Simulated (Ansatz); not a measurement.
# P (P1) in Ansatz: convergence with wavefunction cutoff

Aim: find how far wavefunction cutoff must go before the results for P settle, at PBE. This setting moves, with any that are tied to it; all else stays.

All numbers are computed with Ansatz 0.2.0; they aren't measurements. Logs are shortened: lines on timing, memory, paths and dates and some standing lists are left out, and cuts for length are marked.

### 1 The cell of the first run

The typed cell holds 4 atoms: a = 5.708 Å, b = 5.708 Å, c = 4.544 Å, α = 90.00°, β = 90.00°, γ = 146.44°.

The cell isn't the ideal one: atoms moved at random, drawn with an rms of 0.05 Å.

### 2 With wavefunction cutoff 400 eV

input.yaml reads:

```yaml
crystal:
  lattice:
    - [1.6477431241, -5.4650377251, 0.0]
    - [1.6477431241, 5.4650377251, 0.0]
    - [0.0, 0.0, 4.54363559]
  atoms:
    - { symbol: P, position: [0.912619, 0.107178, 0.593242] }
    - { symbol: P, position: [0.094229, 0.90635, 0.4141] }
    - { symbol: P, position: [0.591815, 0.406721, 0.093499] }
    - { symbol: P, position: [0.400676, 0.582771, 0.905946] }
hamiltonian:
  xc: pbe
  pseudopotentials: { kind: nc, accuracy: standard }
kpoints:
  mp_grid: { grid: [6, 6, 4] }
scf:
  occupations: { method: gaussian, width: 0.05 }
output:
  forces: true
  stress: true
  eigenvalues: true
basis:
  ecutwfc: "400 eV"
```

Potentials or basis: PseudoDojo standard (PBE files).

Started as:

```console
ansatz run input.yaml --threads 2 --pin off --max-ram 5632MiB --backend cpu --events-out ev --progress --plain --runs-dir out
```

What it wrote:

```text
Warning: basis.ecutwfc = 400 eV is below the records' recommended 598.650497 eV, and the density's cutoff is lower with it unless basis.ecutrho_ratio is high enough to keep the records' density cutoff: compare with a run at a higher cutoff
Warning: RAYON_NUM_THREADS=2 ignored (pool sized by the plan → 2); use --threads N
Engine: ansatz 0.2.0, x86_64-unknown-linux-gnu
Pseudopotentials: kind: nc
Pseudopotential: P, nc, valence charge 5, recommended cutoff 598.650497 eV (normal), P.nc.azcp (PseudoDojo's, or run here from an input of PseudoDojo's; its table is named by hamiltonian.pseudopotentials.accuracy)
Functional definition: PBE
  parameter kappa = 0.804
  parameter beta = 0.06672455060314922
  exchange = pbe_x(kappa = kappa, mu = beta*pi^2/3)
  correlation = pbe_c(beta = beta)
Crystal: 4 atoms, lattice volume = 81.831 Å³
Basis set: ecut = 400 eV, 1467 PW (Γ), exchange–correlation on 80×80×60 points (8 copies of the dense FFT grid, shifted against one another)
Bands: 14, of which v1, the nominal top of the filled ones, is band 10 counted from 1 (9 counted from 0)
Symmetry: 1 space group operations
Space group: P1 (ITA 1), of the structure as read, at distance tolerance 4.3e-5 Å
k-points: 76 of 144 (time reversal used)
Non-local potential: P, projectors of the file, l = 0: 2, l = 1: 2, l = 2: 2
Initial density: superposition of atomic densities (chi_scale 0.1, normalization cell)
Initial wavefunctions: pseudopotential atomic-orbital guess
Functional: x = pbe(κ = 0.804, μ = 0.2195149727645171), c = pbe(β = 0.06672455060314922)
SCF iter   1: F=—  HF=-753.740460 eV  |F-HF|=—  |Δ(HF+E_count)|=         —  Δρ=3.98e-2  dr2=8.93e-1  ethr=3.10e-3  ⟨swp⟩=6.5  Hψ=7466  notcnv=0
preconditioner: auto → none  [insulator: Δε(μ)=0.414 eV  Ē_g=9.102 eV  σ=0.050 eV  W_gap=1.00  n_scr=12 (ndim 8)  ℏωp=18.4 eV  f_vac=0.000  D(μ)=0.00/eV (n_scr^D=0)  ε∞_Penn≈5.1]
SCF iter   2: F=—  HF=-753.579608 eV  |F-HF|=—  |Δ(HF+E_count)|=   1.61e-1  Δρ=1.84e-2  dr2=1.65e-1  ethr=3.10e-3  ⟨swp⟩=1.1  Hψ=1681  notcnv=0
SCF iter   3: F=—  HF=-753.559925 eV  |F-HF|=—  |Δ(HF+E_count)|=   1.97e-2  Δρ=3.01e-3  dr2=1.93e-2  ethr=8.25e-4  ⟨swp⟩=3.0  Hψ=1867  notcnv=0
SCF iter   4: F=—  HF=-753.555543 eV  |F-HF|=—  |Δ(HF+E_count)|=   4.38e-3  Δρ=1.04e-3  dr2=1.86e-3  ethr=9.64e-5  ⟨swp⟩=2.5  Hψ=1971  notcnv=0
SCF iter   5: F=—  HF=-753.555136 eV  |F-HF|=—  |Δ(HF+E_count)|=   4.07e-4  Δρ=2.71e-4  dr2=7.29e-5  ethr=9.29e-6  ⟨swp⟩=2.4  Hψ=1613  notcnv=0
SCF iter   6: F=—  HF=-753.555147 eV  |F-HF|=—  |Δ(HF+E_count)|=   1.15e-5  Δρ=9.67e-5  dr2=2.09e-5  ethr=3.65e-7  ⟨swp⟩=2.2  Hψ=1635  notcnv=0
SCF iter   7: F=—  HF=-753.555143 eV  |F-HF|=—  |Δ(HF+E_count)|=   3.87e-6  Δρ=2.44e-5  dr2=4.18e-7  ethr=1.04e-7  ⟨swp⟩=2.6  Hψ=1623  notcnv=0
SCF iter   8: F=-753.555144 eV  HF=-753.555144 eV  |F-HF|=2.40e-8  |Δ(HF+E_count)|=   2.44e-7  Δρ=1.01e-5  dr2=7.09e-8  ethr=5.00e-10  ⟨swp⟩=6.8  Hψ=5822  notcnv=0
SCF 1 converged in 8 iterations: F = -753.555144 eV  dr2 = 7.09e-8
SCF converged after 8 iterations
Free energy (F): -753.555144 eV
Harris-Foulkes:  -753.555144 eV  (|F-HF|=2.40e-8)
Internal energy: -753.555144 eV  (E = F + TS)
E sigma→0 (E₀):  -753.555144 eV
Entropy (-TS):   -0.000000 eV (-0.000 meV/atom)
Fermi energy:    6.972580 eV
--- Per-component energies (eV) ---
  E_band       = -1.863555
  E_kinetic    = 275.794684
  E_local      = -358.551629  (includes V_loc(G=0)·N_el)
  E_nonlocal   = 110.920341
  E_hartree    = 106.572872
  E_xc         = -223.712902
  E_vxc        = -243.173163  (∫ρ·V_xc dr)
  E_ewald      = -664.578509
  E_smearing   = -0.000000  (= −TS)
  E_closure    = 0.000000  (closes the sum)
  Σ components = -753.555144   (vs F -753.555144, Δ=0.00e0)
--- Forces (eV/Å), atoms counted from 1 ---
  atom   1  P     -0.75765160     0.03668209    -0.74997367
  atom   2  P     -0.02981837    -0.06010850     0.22998936
  atom   3  P      0.03994898    -0.97097338    -0.31010586
  atom   4  P      0.74752211     0.99439512     0.83006992
  max |Σ_I F_I| component: 2.03e-5 eV/Å
--- Stress (GPa, compression-positive) ---
        3.413795      -0.135423       1.762399
       -0.135423       4.590611       0.118399
        1.762399       0.118399       4.453345
  P = ⅓ Tr σ = 4.1526 GPa (41.526 kbar)
--- Band table (eV; the first three rows and the last of 76) ---
  k-point 0: bands = ["-9.1951", "-6.3568", "-3.1605", "0.0057", "1.8116", "2.0258", "2.5291", "4.0182", "4.2144", "5.7077", "7.4813", "7.6375", "8.5944", "9.5685"]
  k-point 1: bands = ["-8.8790", "-6.8984", "-2.9766", "-0.6582", "1.6583", "2.7452", "2.9792", "3.9232", "4.1702", "5.4432", "7.8195", "8.1584", "9.3095", "9.3846"]
  k-point 2: bands = ["-8.0841", "-7.9172", "-2.2311", "-1.9106", "2.4345", "2.6077", "3.2351", "3.4490", "5.0172", "5.0566", "8.0740", "8.2323", "9.5989", "9.9320"]
  k-point 75: bands = ["-8.0358", "-7.8612", "-2.6930", "-2.3610", "3.2035", "3.4252", "3.9466", "4.0882", "4.7338", "4.8187", "8.0558", "8.2112", "9.4952", "9.6403"]
```

It took 8.7 s on 2 threads of Intel Xeon at 2.50GHz (Skylake/Cascade Lake), shared host; peak memory 0.36 GiB.

Results:

```
Free energy            : -753.5551 eV
Pressure               : 4.2 GPa
Largest force          : 1.496 eV/Å
Band gap on the k mesh : 0.30 eV, direct
```

### 3 With wavefunction cutoff 500 eV

Changes to input.yaml since step 2:

```diff
@@ -22,2 +22,2 @@
 basis:
-  ecutwfc: "400 eV"
+  ecutwfc: "500 eV"
```

Potentials or basis: PseudoDojo standard (PBE files).

Started as:

```console
ansatz run input.yaml --threads 2 --pin off --max-ram 5632MiB --backend cpu --events-out ev --progress --plain --runs-dir out
```

Run time: 12 s. Hardware: 2 threads of Intel Xeon at 2.50GHz (Skylake/Cascade Lake), shared host; peak memory 0.36 GiB.

Results:

```yaml
Free_energy: -753.5781 eV
Pressure: 4.1 GPa
Largest_force: 1.483 eV/Å
Band_gap_on_the_k_mesh: 0.30 eV, direct
```

### 4 With wavefunction cutoff 600 eV

Changes to input.yaml since step 3:

```diff
@@ -22,2 +22,2 @@
 basis:
-  ecutwfc: "500 eV"
+  ecutwfc: "600 eV"
```

Started as:

```console
ansatz run input.yaml --threads 2 --pin off --max-ram 5632MiB --backend cpu --events-out ev --progress --plain --runs-dir out
```

Run time: 16 s. Hardware: 2 threads of Intel Xeon at 2.50GHz (Skylake/Cascade Lake), shared host; peak memory 0.39 GiB.

Results:

| Quantity | Value |
| --- | --- |
| Free energy | -753.5804 eV |
| Pressure | 4.1 GPa |
| Largest force | 1.482 eV/Å |
| Band gap on the k mesh | 0.30 eV, direct |

### 5 With wavefunction cutoff 700 eV

Changes to input.yaml since step 4:

```diff
@@ -22,2 +22,2 @@
 basis:
-  ecutwfc: "600 eV"
+  ecutwfc: "700 eV"
```

Started as:

```console
ansatz run input.yaml --threads 2 --pin off --max-ram 5632MiB --backend cpu --events-out ev --progress --plain --runs-dir out
```

Wall time 19 s (2 threads of Intel Xeon at 2.50GHz (Skylake/Cascade Lake), shared host); peak memory 0.42 GiB.

What came out:

```yaml
Free_energy: -753.5806 eV
Pressure: 4.1 GPa
Largest_force: 1.482 eV/Å
Band_gap_on_the_k_mesh: 0.30 eV, direct
```

### 6 With wavefunction cutoff 850 eV

Changes to input.yaml since step 5:

```diff
@@ -22,2 +22,2 @@
 basis:
-  ecutwfc: "700 eV"
+  ecutwfc: "850 eV"
```

Potentials or basis: PseudoDojo standard (PBE files).

Started as:

```console
ansatz run input.yaml --threads 2 --pin off --max-ram 5632MiB --backend cpu --events-out ev --progress --plain --runs-dir out
```

Run time: 25 s. Hardware: 2 threads of Intel Xeon at 2.50GHz (Skylake/Cascade Lake), shared host; peak memory 0.5 GiB.

It converged, with:

- Free energy: -753.5811 eV
- Pressure: 4.1 GPa
- Largest force: 1.481 eV/Å
- Band gap on the k mesh: 0.30 eV, direct

### 7 With wavefunction cutoff 1000 eV

Changes to input.yaml since step 6:

```diff
@@ -22,2 +22,2 @@
 basis:
-  ecutwfc: "850 eV"
+  ecutwfc: "1000 eV"
```

Started as:

```console
ansatz run input.yaml --threads 2 --pin off --max-ram 5632MiB --backend cpu --events-out ev --progress --plain --runs-dir out
```

Wall time 30 s (2 threads of Intel Xeon at 2.50GHz (Skylake/Cascade Lake), shared host); peak memory 0.55 GiB.

It converged, with:

```yaml
Free_energy: -753.5813 eV
Pressure: 4.1 GPa
Largest_force: 1.481 eV/Å
Band_gap_on_the_k_mesh: 0.30 eV, direct
```

### 8 With wavefunction cutoff 1200 eV

Changes to input.yaml since step 7:

```diff
@@ -22,2 +22,2 @@
 basis:
-  ecutwfc: "1000 eV"
+  ecutwfc: "1200 eV"
```

Started as:

```console
ansatz run input.yaml --threads 2 --pin off --max-ram 5632MiB --backend cpu --events-out ev --progress --plain --runs-dir out
```

Run time: 46 s. Hardware: 2 threads of Intel Xeon at 2.50GHz (Skylake/Cascade Lake), shared host; peak memory 0.68 GiB.

The run converged. Its results:

```yaml
Free_energy: -753.5817 eV
Pressure: 4.1 GPa
Largest_force: 1.481 eV/Å
Band_gap_on_the_k_mesh: 0.30 eV, direct
```

### 9 With wavefunction cutoff 1400 eV

Changes to input.yaml since step 8:

```diff
@@ -22,2 +22,2 @@
 basis:
-  ecutwfc: "1200 eV"
+  ecutwfc: "1400 eV"
```

Potentials or basis: PseudoDojo standard (PBE files).

Started as:

```console
ansatz run input.yaml --threads 2 --pin off --max-ram 5632MiB --backend cpu --events-out ev --progress --plain --runs-dir out
```

Run time: 56 s. Hardware: 2 threads of Intel Xeon at 2.50GHz (Skylake/Cascade Lake), shared host; peak memory 0.78 GiB.

Results (log left out):

* Free energy: -753.5823 eV
* Pressure: 4.1 GPa
* Largest force: 1.481 eV/Å
* Band gap on the k mesh: 0.30 eV, direct

### 10 With wavefunction cutoff 1700 eV

Changes to input.yaml since step 9:

```diff
@@ -22,2 +22,2 @@
 basis:
-  ecutwfc: "1400 eV"
+  ecutwfc: "1700 eV"
```

Started as:

```console
ansatz run input.yaml --threads 2 --pin off --max-ram 5632MiB --backend cpu --events-out ev --progress --plain --runs-dir out
```

It took 73 s on 2 threads of Intel Xeon at 2.50GHz (Skylake/Cascade Lake), shared host; peak memory 0.95 GiB.

It converged, with:

```yaml
Free_energy: -753.5825 eV
Pressure: 4.1 GPa
Largest_force: 1.481 eV/Å
Band_gap_on_the_k_mesh: 0.30 eV, direct
```

### 11 Summary

```
wavefunction cutoff  energy less the tightest run, at zero smearing (meV/atom)  pressure (GPa)  largest force (eV/Å)  SCF cycles  CPU time (s)  peak memory (GiB)
             400 eV                                                       6.84            4.15                 1.496           8            14               0.36
             500 eV                                                       1.11            4.07                 1.483           8            17               0.36
             600 eV                                                       0.53            4.06                 1.482           9            25               0.39
             700 eV                                                       0.47            4.06                 1.482           9            31               0.42
             850 eV                                                       0.36            4.06                 1.481           9            42                0.5
            1000 eV                                                       0.30            4.06                 1.481           9            52               0.55
            1200 eV                                                       0.21            4.06                 1.481           9            73               0.68
            1400 eV                                                       0.06            4.06                 1.481           9            96               0.78
            1700 eV                                                       0.00            4.06                 1.481           9           130               0.95
```

Against the tightest run, the energy stays within 1 meV/atom from 600 eV on; the pressure stays within 0.1 GPa from 400 eV on; the largest force stays within 0.005 eV/Å from 500 eV on. The tightest run that finished is the yardstick and may itself not be fully converged.
